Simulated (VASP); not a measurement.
# SnSe2 in VASP: single point with PBE

Aim: the single point of SnSe2 with PBE.

Everything below comes from runs of VASP 6.6.1. Logs are shortened: lines on timing, memory, paths and dates and some standing lists are left out, and cuts for length are marked.

### Step 1. The slab as given

The cell holds a slab with vacuum, 6 atoms: a = 3.811 Å, b = 3.811 Å, c = 22.744 Å, α = 90.00°, β = 90.00°, γ = 120.00°.

### Step 2. Single point, PBE

INCAR reads:

```
SYSTEM = SnSe2
PREC = Accurate
ENCUT = 520
EDIFF = 1E-6
ISMEAR = 0
SIGMA = 0.15
LREAL = .False.
LASPH = .True.
NELM = 100
ALGO = Normal
ISIF = 2
LWAVE = .False.
LCHARG = .False.
LDIPOL = .True.
IDIPOL = 3
DIPOL = 0.5 0.5 0.489
GGA = PE
NBANDS = 35
```

KPOINTS reads:

```
regular mesh
0
Gamma
  4 4 1
  0 0 0
```

POSCAR reads:

```
SnSe2
1.0
    3.8110000000      0.0000000000      0.0000000000
   -1.9055000000      3.3004228138      0.0000000000
    0.0000000000      0.0000000000     22.7441360000
Sn Se
2 4
Direct
    0.0000000000      0.0000000000      0.2638042615
    0.0000000000      0.0000000000      0.5335880862
    0.3333330000      0.6666670000      0.3309804338
    0.6666670000      0.3333330000      0.4664119138
    0.3333330000      0.6666670000      0.6007642585
    0.6666670000      0.3333330000      0.7361957385
```

Potentials or basis: VASP PAW PBE potentials, release 64 (Sn_d, Se).

Run with:

```
$ cat potpaw_PBE.64/Sn_d/POTCAR potpaw_PBE.64/Se/POTCAR > POTCAR
$ mpirun -np 1 vasp_std > vasp.out
```

OUTCAR:

```text
SYSTEM = SnSe2
   PREC = Accurate
   ENCUT = 520
   EDIFF = 1E-6
   ISMEAR = 0
   LREAL = .False.
   LASPH = .True.
   NELM = 100
   ISIF = 2
   GGA = PE

 ion  position               nearest neighbor table
   1  0.000  0.000  0.264-   3 2.68   3 2.68   3 2.68
   2  0.000  0.000  0.534-   5 2.68   4 2.68   5 2.68   5 2.68   4 2.68   4 2.68
   3  0.333  0.667  0.331-   1 2.68   1 2.68   1 2.68
   4  0.667  0.333  0.466-   2 2.68   2 2.68   2 2.68
   5  0.333  0.667  0.601-   2 2.68   2 2.68   2 2.68
   6  0.667  0.333  0.736-

  LATTYP: Found a hexagonal cell.
 ALAT       =     3.8110000000
 C/A-ratio  =     5.9680230911

  Lattice vectors:

 A1 = (   3.8110000000,   0.0000000000,   0.0000000000)
 A2 = (  -1.9055000000,   3.3004228138,   0.0000000000)
 A3 = (   0.0000000000,   0.0000000000,  22.7441360000)

Analysis of symmetry for initial positions (statically):
=====================================================================
 Subroutine PRICEL returns:
 Original cell was already a primitive cell.

 Routine SETGRP: Setting up the symmetry group for a
 hexagonal supercell.

 Subroutine GETGRP returns: Found  6 space group operations
 (whereof  6 operations were pure point group operations)
 out of a pool of 24 trial point group operations.

The static configuration has the point symmetry C_3v.

Analysis of symmetry for dynamics (positions and initial velocities):
=====================================================================
 Subroutine PRICEL returns:
 Original cell was already a primitive cell.

 Routine SETGRP: Setting up the symmetry group for a
 hexagonal supercell.

 Subroutine GETGRP returns: Found  6 space group operations
 (whereof  6 operations were pure point group operations)
 out of a pool of 24 trial point group operations.

The dynamic configuration has the point symmetry C_3v.

 Subroutine INISYM returns: Found  6 space group operations
 (whereof  6 operations are pure point group operations),
 and found     1 'primitive' translations

----------------------------------------------------------------------------------------

                                     Primitive cell

  volume of cell :     286.0737

[... 80 lines left out ...]
   NFREE  =      0    steps in history (QN), initial steepest desc. (CG)
   ISIF   =      2    stress and relaxation
   ISYM   =      2    0-nonsym 1-usesym 2-fastsym
   POTIM  = 0.5000    time-step for ionic-motion
   TEBEG  =    0.0;   TEEND  =   0.0 temperature during run
   PSTRESS=    0.0 pullay stress
   NELECT =      52.0000    total number of electrons
   NUPDOWN=      -1.0000    fix difference up-down
   EMIN   =  10.00;   EMAX   =-10.00  energy-range for DOS
   EFERMI =   0.00;   METHOD = LEGACY
   ISMEAR =     0;   SIGMA  =   0.15  broadening in eV -4-tet -1-fermi 0-gaus
   EFERMI_NEDOS =   21; number of points for ismear=-14 and -15
   IALGO  =     38    algorithm
   IMIX   =      4    mixing-type and parameters
     AMIX     =   0.40;   BMIX     =  1.00
     AMIX_MAG =   1.60;   BMIX_MAG =  1.00
  volume/ion in A,a.u.               =      47.68       321.75
  Fermi-wavevector in a.u.,A,eV,Ry     =   0.927363  1.752463 11.701050  0.860003
  Thomas-Fermi vector in A             =   2.053425
   LORBIT       =      0    0 simple, 1 ext, 2 COOP (PROOUT), +10 PAW based schemes
   GGA     = PE    functional components
   LHFCALC =     F    Hartree Fock is set to
   AEXX    =    0.0000 exact exchange contribution
   IVDW    =     0    specifies the selected vdW correction
   LEPSILON=     F    determine dielectric tensor
   LRPA    =     F    only Hartree local field effects (RPA)
 non-spin polarized calculation
 Gauss-broadening in eV      SIGMA  =   0.15
  energy-cutoff  :      520.00
  volume of cell :      286.07
 maximum number of plane-waves:      7708
   NGX = 15   NGY = 15   NGZ = 85

 dipolmoment           0.000000      0.000000     -0.059290 electrons x Angstroem

 number of electron      52.0000017 magnetization

 dipolmoment           0.000000      0.000000      0.117761 electrons x Angstroem

 Free energy of the ion-electron system (eV)
  ---------------------------------------------------
  ext. energy  EPLUGINS =         0.00000000
  ---------------------------------------------------
  free energy    TOTEN  =       -21.07923188 eV

  energy without entropy =      -21.01454663  energy(sigma->0) =      -21.04688926

 E-fermi :  -0.2520     XC(G=0):  -5.9626

 val. band max:       -0.2621861452   @ k =   0.2500   0.2500   0.0000
 cond. band min:       0.1469622499   @ k =   0.5000   0.0000   0.0000
 fundamental gap:      0.4091483951
 Fermi energy:        -0.2519763265

 k-point     1 :       0.0000    0.0000    0.0000
  band No.  band energies     occupation
      1     -21.6935      2.00000
      2     -21.6935      2.00000
      3     -21.6589      2.00000
      4     -21.6408      2.00000
      5     -21.6408      2.00000
      6     -21.2806      2.00000
[... 141 lines left out ...]
     34       5.8701      0.00000
     35       6.4458      0.00000

------------------------ aborting loop because EDIFF is reached ----------------------------------------

 vacuum level on the upper side and lower side of the slab       (xc-potential included)         0.589        -1.069

  FORCE on cell =-STRESS in cart. coord.  units (eV):
  Direction    XX          YY          ZZ          XY          YZ          ZX
  --------------------------------------------------------------------------------------
  -------------------------------------------------------------------------------------
  Total        2.0129934      2.0129934      3.3436727      0.0000000     -0.0000000      0.0000000
  in kB       11.2739201     11.2739201     18.7264896      0.0000000     -0.0000000      0.0000000
  external PRESSURE =      13.7581100 kB  Pullay stress =       0.0000000 kB

 VOLUME and BASIS-vectors are now :
 -----------------------------------------------------------------------------
  energy-cutoff  :      520.00
  volume of cell :      286.07
      direct lattice vectors                 reciprocal lattice vectors
     3.811000000  0.000000000  0.000000000     0.262398321  0.151495741  0.000000000
    -1.905500000  3.300422814  0.000000000     0.000000000  0.302991482  0.000000000
     0.000000000  0.000000000 22.744136000     0.000000000  0.000000000  0.043967377

 POSITION                                       TOTAL-FORCE (eV/Angst)
 -----------------------------------------------------------------------------------
      0.00000      0.00000      6.00000        -0.000000      0.000000     -0.684234
      0.00000      0.00000     12.13600        -0.000000      0.000000      0.059178
     -0.00000      2.20028      7.52786        -0.000000      0.000000      0.595087
      1.90550      1.10014     10.60814         0.000000     -0.000000     -0.844821
     -0.00000      2.20028     13.66386         0.000000      0.000000      1.109297
      1.90550      1.10014     16.74414         0.000000     -0.000000     -0.234507
 -----------------------------------------------------------------------------------
    total drift:                               -0.000131      0.000075     -0.000430

  FREE ENERGIE OF THE ION-ELECTRON SYSTEM (eV)
  ---------------------------------------------------
  free  energy   TOTEN  =       -21.0792318777 eV

  energy  without entropy=      -21.0145466337  energy(sigma->0) =      -21.04688926

 vacuum level on the upper side and lower side of the slab         6.064         4.371
```

stdout:

```text
POSCAR found type information on POSCAR SnSe
 POSCAR found :  2 types and       6 ions
 scaLAPACK will be used
 LDA part: xc-table for (Slater+PW92), standard interpolation
 POSCAR, INCAR and KPOINTS ok, starting setup
 FFT: planning ... GRIDC
 FFT: planning ... GRID_SOFT
 FFT: planning ... GRID
 WAVECAR not read
 entering main loop
```

It took 58 s on 1 thread of Intel Xeon Platinum 8559C (Emerald Rapids), shared host; peak memory 0.34 GiB.

What came out:

| Item | Value |
| --- | --- |
| Free energy | -21.0792 eV |
| Largest force | 1.109 eV/Å |
| Band gap on the k mesh | none (metal or under the smearing width) |

Forces in eV/Å, atoms in the order of the input:
```
Sn   0.000  0.000 -0.684
Sn   0.000  0.000  0.059
Se   0.000  0.000  0.595
Se   0.000  0.000 -0.845
Se   0.000  0.000  1.109
Se   0.000  0.000 -0.235
```

Caveat: the k mesh is coarse (spacing up to 0.48 Å⁻¹), so the values aren't converged.
